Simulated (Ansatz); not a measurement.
# Cr under strain

Computed with DFT PBE, scalar-relativistic, plane waves, PAW (Ansatz 0.2.0). Settings: 420 eV cutoff, 18×18×18 k-mesh, Gaussian smearing of 0.10 eV, no spin polarisation.

The relaxed crystal:

```
Cr
1.0
     2.84783    0.00000    0.00000
     0.00000    2.84783    0.00000
     0.00000    0.00000    2.84783
Cr
2
Direct
  0.00000 0.00000 0.00000
  0.50000 0.50000 0.50000
```

Deformation: uniaxial strain along a, with the lengths of b and c and the atoms relaxed and the angles held, all within the symmetry that the strain leaves. Energies are extrapolated to zero smearing.

(1) Give the structure at -2.0 %.

## Answers

(1)
```
Cr
1.0
     2.79087    0.00000    0.00000
     0.00000    2.86136    0.00000
     0.00000    0.00000    2.86136
Cr
2
Direct
  0.00000 0.00000 0.00000
  0.50000 0.50000 0.50000
```
Space group I4/mmm (139), 6.5 meV/atom over the relaxed crystal.